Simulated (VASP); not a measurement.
# Pt (C2/m) in VASP: a series of runs

Runs on Pt. Level: PBEsol. Tasks: single point.

Everything below comes from runs of VASP 6.6.1. Logs are shortened: lines on timing, memory, paths and dates and some standing lists are left out, and cuts for length are marked.

### 1 The crystal as given

Symmetry: R-3m, No. 166, trigonal system. The conventional cell has a = 2.868 Å, b = 2.868 Å, c = 6.533 Å, α = 90.00°, β = 90.00°, γ = 120.00°. Pt (site symmetry -3m) has 12 Pt at 2.74 to 2.87 Å as nearest neighbours.

### 2 Single point, PBEsol

File INCAR:

```
SYSTEM = Pt
ALGO = Fast
EDIFF = 1E-6
ENCUT = 520
GGA = PS
ISIF = 2
ISMEAR = 0
ISYM = 0
LASPH = .TRUE.
LCHARG = .TRUE.
LELF = .TRUE.
LREAL = .FALSE.
LVHAR = .TRUE.
LWAVE = .FALSE.
NBANDS = 11
NELM = 100
PREC = Accurate
SIGMA = 0.1
```

File KPOINTS:

```
k-points
0
G
  12 12 16
  0 0 0
```

File POSCAR:

```
Pt
1.0
    2.8679134176     -0.0000001085      0.0010381571
   -1.4339568027      2.4836860382      0.0000000000
    1.4347422669      0.8283488340      2.1785189548
Pt
1
Direct
    0.0000000000      0.0000000000      0.0000000000
```

Potentials or basis: VASP PAW PBE potentials, release 64 (Pt).

Launch:

```console
$ cat potpaw_PBE.64/Pt/POTCAR > POTCAR
$ mpirun -np 1 vasp_std > vasp.out
```

OUTCAR:

```text
SYSTEM = Pt
   EDIFF = 1E-6
   ENCUT = 520
   GGA = PS
   ISIF = 2
   ISMEAR = 0
   ISYM = 0
   LASPH = .TRUE.
   LREAL = .FALSE.
   NELM = 100
   PREC = Accurate

 ion  position               nearest neighbor table
   1  0.000  0.000  0.000-

IMPORTANT INFORMATION: All symmetrisations will be switched off!
NOSYMM: (Re-)initialisation of all symmetry stuff for point group C_1.

----------------------------------------------------------------------------------------

                                     Primitive cell

  volume of cell :      15.5127

  direct lattice vectors                    reciprocal lattice vectors
     2.867913418 -0.000000108  0.001038157     0.348796441  0.201377719 -0.306283309
    -1.433956803  2.483686038  0.000000000     0.000055451  0.402659394 -0.153141655
     1.434742267  0.828348834  2.178518955    -0.000166216 -0.000095965  0.459173407

  length of vectors
     2.867913606  2.867913605  2.736894591     0.505985581  0.430798046  0.459173447

  position of ions in fractional coordinates (direct lattice)
     0.000000000  0.000000000  0.000000000

  ion indices of the primitive-cell ions
   primitive index   ion index
                 1           1

----------------------------------------------------------------------------------------

 KPOINTS: k-points

Automatic generation of k-mesh.
 Grid dimensions read from file:
 generate k-points for:   12   12   16

 Generating k-lattice:

  Cartesian coordinates                     Fractional coordinates (reciprocal lattice)
     0.029066370  0.016781477 -0.025523609     0.083333333  0.000000000  0.000000000
     0.000004621  0.033554949 -0.012761805    -0.000000000  0.083333333  0.000000000
    -0.000010389 -0.000005998  0.028698338     0.000000000  0.000000000  0.062500000

  Length of vectors
     0.042165465  0.035899837  0.028698340

  Shift w.r.t. Gamma in fractional coordinates (k-lattice)
     0.000000000  0.000000000  0.000000000

 Subroutine IBZKPT returns following result:
 ===========================================

 Found   1156 irreducible k-points:

 Following reciprocal coordinates:
            Coordinates               Weight
  0.000000  0.000000  0.000000      1.000000
  0.083333  0.000000 -0.000000      2.000000
  0.166667  0.000000  0.000000      2.000000
  0.250000  0.000000 -0.000000      2.000000
  0.333333  0.000000 -0.000000      2.000000
  0.416667  0.000000  0.000000      2.000000
[... 16 lines left out ...]
 -0.250000  0.166667  0.000000      2.000000
  0.166667  0.166667 -0.000000      2.000000
 [... further k-points ...]
   k-points           NKPTS =   1156   k-points in BZ     NKDIM =   1156   number of bands    NBANDS=     11
   number of dos      NEDOS =    301   number of ions     NIONS =      1
   total plane-waves  NPLWV =  11520
   dimension x,y,z NGX =    24 NGY =   24 NGZ =   20
   dimension x,y,z NGXF=    48 NGYF=   48 NGZF=   40
   ions per type =               1
   NGX,Y,Z   is equivalent  to a cutoff of  13.91, 13.91, 12.15 a.u.
   NGXF,Y,Z  is equivalent  to a cutoff of  27.82, 27.82, 24.30 a.u.
 SYSTEM =  Pt
   PREC   = accura    normal or accurate (medium, high low for compatibility)
   ISTART =      0    job   : 0-new  1-cont  2-samecut
   ICHARG =      2    charge: 1-file 2-atom 10-const
   ISPIN  =      1    spin polarized calculation?
   LNONCOLLINEAR =      F non collinear calculations
   LSORBIT =      F    spin-orbit coupling
   LASPH  =      T    aspherical Exc in radial PAW
   ENCUT  =  520.0 eV  38.22 Ry    6.18 a.u.   5.33  5.33  5.09*2*pi/ulx,y,z
   NELM   =    100;   NELMIN=  2; NELMDL= -5     # of ELM steps
   EDIFF  = 0.1E-05   stopping-criterion for ELM
   LREAL  =      F    real-space projection
   EDIFFG = 0.1E-04   stopping-criterion for IOM
   NSW    =      0    number of steps for IOM
   IBRION =     -1    ionic relax: 0-MD 1-quasi-New 2-CG
   NFREE  =      0    steps in history (QN), initial steepest desc. (CG)
   ISIF   =      2    stress and relaxation
   ISYM   =      0    0-nonsym 1-usesym 2-fastsym
   POTIM  = 0.5000    time-step for ionic-motion
   TEBEG  =    0.0;   TEEND  =   0.0 temperature during run
   PSTRESS=    0.0 pullay stress
   NELECT =      10.0000    total number of electrons
   NUPDOWN=      -1.0000    fix difference up-down
   EMIN   =  10.00;   EMAX   =-10.00  energy-range for DOS
   EFERMI =   0.00;   METHOD = LEGACY
   ISMEAR =     0;   SIGMA  =   0.10  broadening in eV -4-tet -1-fermi 0-gaus
   EFERMI_NEDOS =   21; number of points for ismear=-14 and -15
   IALGO  =     68    algorithm
   IMIX   =      4    mixing-type and parameters
     AMIX     =   0.40;   BMIX     =  1.00
     AMIX_MAG =   1.60;   BMIX_MAG =  1.00
  volume/ion in A,a.u.               =      15.51       104.68
  Fermi-wavevector in a.u.,A,eV,Ry     =   1.414207  2.672463 27.211381  1.999980
  Thomas-Fermi vector in A             =   2.535773
   LORBIT       =      0    0 simple, 1 ext, 2 COOP (PROOUT), +10 PAW based schemes
   GGA     = PS    functional components
   LHFCALC =     F    Hartree Fock is set to
   AEXX    =    0.0000 exact exchange contribution
   IVDW    =     0    specifies the selected vdW correction
   LEPSILON=     F    determine dielectric tensor
   LRPA    =     F    only Hartree local field effects (RPA)
 non-spin polarized calculation
 RMM-DIIS sequential band-by-band and
 Gauss-broadening in eV      SIGMA  =   0.10
  energy-cutoff  :      520.00
  volume of cell :       15.51
 maximum number of plane-waves:       434
 NGX is ok and might be reduce to    24
   NGX = 11   NGY = 11   NGZ = 11

 number of electron      10.0000000 magnetization

 Free energy of the ion-electron system (eV)
  ---------------------------------------------------
  ext. energy  EPLUGINS =         0.00000000
  ---------------------------------------------------
  free energy    TOTEN  =        -6.93166607 eV

  energy without entropy =       -6.92360370  energy(sigma->0) =       -6.92763489

 E-fermi :  10.5570     XC(G=0): -13.4559

 val. band max:       10.5561968427   @ k =  -0.3333   0.1667   0.3125
 cond. band min:      10.5593149212   @ k =   0.2500   0.5000   0.1875
 fundamental gap:      0.0031180785
 Fermi energy:        10.5569766320

 k-point     1 :       0.0000    0.0000    0.0000
  band No.  band energies     occupation
      1       0.5789      2.00000
      2       6.5516      2.00000
      3       6.5550      2.00000
      4       7.5190      2.00000
      5       9.0906      2.00000
      6       9.0978      2.00000
      7      25.1843      0.00000
      8      29.3386      0.00000
      9      29.3439      0.00000
     10      31.7413      0.00000
     11      35.2768      0.00000

 k-point     2 :       0.0833    0.0000   -0.0000
  band No.  band energies     occupation
      1       0.9417      2.00000
      2       6.4647      2.00000
      3       6.7553      2.00000
      4       7.5480      2.00000
      5       8.8369      2.00000
      6       9.1749      2.00000
      7      25.7310      0.00000
      8      28.8589      0.00000
      9      29.3322      0.00000
     10      31.2775      0.00000
     11      37.3760      0.00000

 k-point     3 :       0.1667    0.0000    0.0000
  band No.  band energies     occupation
      1       1.9593      2.00000
      2       6.0373      2.00000
      3       7.3533      2.00000
      4       7.8164      2.00000
      5       8.2859      2.00000
      6       9.4125      2.00000
      7      27.1741      0.00000
      8      28.1583      0.00000
      9      28.7039      0.00000
     10      30.4495      0.00000
     11      35.8841      0.00000

 k-point     4 :       0.2500    0.0000   -0.0000
  band No.  band energies     occupation
      1       3.2872      2.00000
      2       5.3921      2.00000
      3       7.6552      2.00000
      4       8.2968      2.00000
      5       8.7298      2.00000
      6       9.7581      2.00000
      7      26.6390      0.00000
      8      27.8455      0.00000
      9      27.9660      0.00000
     10      29.2688      0.00000
     11      31.5413      0.00000

 k-point     5 :       0.3333    0.0000   -0.0000
  band No.  band energies     occupation
      1       3.9722      2.00000
      2       4.7824      2.00000
      3       8.5239      2.00000
      4       9.4593      2.00000
      5       9.6745      2.00000
      6      10.1419      2.00000
      7      23.9974      0.00000
      8      24.9509      0.00000
      9      25.9967      0.00000
     10      29.1287      0.00000
     11      31.6259      0.00000
[... 211 lines left out ...]
 k-point    21 :      -0.1667    0.1667   -0.0000
  band No.  band energies     occupation
      1       1.5578      2.00000
      2       6.4003      2.00000
      3       6.7301      2.00000
      4       7.7555      2.00000
      5       9.0228      2.00000
      6       9.0334      2.00000
      7      25.7954      0.00000
      8      26.5909      0.00000
      9      30.9755      0.00000
     10      32.7809      0.00000
     11      35.0028      0.00000

 k-point    22 :       0.0833    0.1667   -0.0000
  band No.  band energies     occupation
      1       2.4331      2.00000
      2       6.2045      2.00000
      3       6.9117      2.00000
      4       7.9427      2.00000
      5       8.7487      2.00000
      6       9.5030      2.00000
      7      24.3127      0.00000
      8      27.2293      0.00000
      9      31.2394      0.00000
     10      31.7338      0.00000
     11      34.6245      0.00000

 k-point    23 :      -0.2500    0.1667    0.0000
  band No.  band energies     occupation
      1       2.4331      2.00000
      2       6.2045      2.00000
      3       6.9117      2.00000
      4       7.9427      2.00000
      5       8.7487      2.00000
      6       9.5030      2.00000
      7      24.3127      0.00000
      8      27.2293      0.00000
      9      31.2394      0.00000
     10      31.7338      0.00000
     11      34.6246      0.00000

 k-point    24 :       0.1667    0.1667   -0.0000
  band No.  band energies     occupation
      1       3.5764      2.00000
      2       5.7931      2.00000
      3       6.8295      2.00000
      4       8.2680      2.00000
      5       9.4417      2.00000
      6      10.1056      2.00000
      7      22.6110      0.00000
      8      27.5353      0.00000
      9      28.6219      0.00000
     10      30.6103      0.00000
     11      34.0491      0.00000

 [... further k-points ...]

------------------------ aborting loop because EDIFF is reached ----------------------------------------

  FORCE on cell =-STRESS in cart. coord.  units (eV):
  Direction    XX          YY          ZZ          XY          YZ          ZX
  --------------------------------------------------------------------------------------
  -------------------------------------------------------------------------------------
  Total       -1.0312709     -1.0359005     -0.0433212      0.0040071      0.0001033      0.0001799
  in kB     -106.5117062   -106.9898642     -4.4742990      0.4138592      0.0106714      0.0185815
  external PRESSURE =     -72.6586231 kB  Pullay stress =       0.0000000 kB

 VOLUME and BASIS-vectors are now :
 -----------------------------------------------------------------------------
  energy-cutoff  :      520.00
  volume of cell :       15.51
      direct lattice vectors                 reciprocal lattice vectors
     2.867913418 -0.000000108  0.001038157     0.348796441  0.201377719 -0.306283309
    -1.433956803  2.483686038  0.000000000     0.000055451  0.402659394 -0.153141655
     1.434742267  0.828348834  2.178518955    -0.000166216 -0.000095965  0.459173407

 POSITION                                       TOTAL-FORCE (eV/Angst)
 -----------------------------------------------------------------------------------
      0.00000      0.00000      0.00000        -0.000002      0.000001     -0.000001
 -----------------------------------------------------------------------------------
    total drift:                               -0.000002      0.000001     -0.000001

  FREE ENERGIE OF THE ION-ELECTRON SYSTEM (eV)
  ---------------------------------------------------
  free  energy   TOTEN  =        -6.9316660711 eV

  energy  without entropy=       -6.9236037022  energy(sigma->0) =       -6.92763489
```

Run time: 2.2 min. Hardware: 1 thread of AMD EPYC 9R45 (Zen 5), shared host; peak memory 0.27 GiB.

Results:

```yaml
Free_energy: -6.9317 eV
Pressure: -7.3 GPa
Band_gap_on_the_k_mesh: none (metal or under the smearing width)
```

Stress tensor (GPa, compression positive):
```
-10.65   0.04   0.00
  0.04 -10.70   0.00
  0.00   0.00  -0.45
```

Caveat: the PAW data sets were made with another functional, which shifts forces and pressure a little.

### 3 Single point, PBEsol

This run uses another cell than the first one, of 15.46 Å³/atom, 0.996 times its volume.

File INCAR:

```
  PREC = Accurate
  ENCUT = 520
  EDIFF = 1E-7
  ISMEAR = 0
  SIGMA = 0.1
  LREAL = F
  LASPH = T
  NELM = 100
  ALGO = Fast
  ISIF = 2
  LWAVE = F
  LCHARG = F
  GGA = PS
  NBANDS = 11
  ISYM = 0
```

File KPOINTS:

```
regular mesh
0
Gamma
  12 12 16
```

File POSCAR:

```
Pt
1.0
    2.8679136055      0.0000000000      0.0000000000
   -1.4339568027      2.4836860382      0.0000000000
    1.4339568027      0.8278953461      2.1701944461
Pt
1
Direct
    0.0000000000      0.0000000000      0.0000000000
```

Potentials or basis: VASP PAW PBE potentials, release 64 (Pt).

Launch:

```console
$ cat potpaw_PBE.64/Pt/POTCAR > POTCAR
$ mpirun -np 1 vasp_std > vasp.out
```

Wall time 2.4 min (1 thread of AMD EPYC 9R45 (Zen 5), shared host); peak memory 0.28 GiB.

The run converged. Its results:

```
Free energy            : -6.9315 eV
Pressure               : -6.3 GPa
Band gap on the k mesh : none (metal or under the smearing width)
```

Stress tensor (GPa, compression positive):
```
-9.89  0.06  0.08
 0.06 -9.96  0.05
 0.08  0.05  1.09
```

Levels at points of the mesh, in eV from the Fermi level:
| k point | band 3 | band 4 | band 5 | band 6 | band 7 | band 8 |
| --- | --- | --- | --- | --- | --- | --- |
| (0.00, 0.00, 0.00) | -4.05 | -3.02 | -1.46 | -1.46 | 14.61 | 18.76 |
| (0.50, 0.00, 0.00) | -0.10 | 0.39 | 0.64 | 1.80 | 8.65 | 10.35 |
| (0.00, 0.50, 0.00) | -3.08 | -0.64 | -0.30 | 0.18 | 5.35 | 14.44 |
| (0.50, 0.50, 0.00) | -3.08 | -0.64 | -0.30 | 0.18 | 5.35 | 14.44 |
| (0.00, 0.00, 0.50) | -3.83 | 0.26 | 0.26 | 0.26 | 6.73 | 13.66 |
| (0.50, 0.00, 0.50) | -3.08 | -0.64 | -0.30 | 0.18 | 5.35 | 14.44 |
| (0.00, 0.50, 0.50) | -0.10 | 0.39 | 0.64 | 1.80 | 8.65 | 10.35 |
| (0.50, 0.50, 0.50) | -0.10 | 0.39 | 0.64 | 1.80 | 8.65 | 10.35 |

Caveat: the PAW data sets were made with another functional, which shifts forces and pressure a little.

(Part 1 of 2 ends here.)
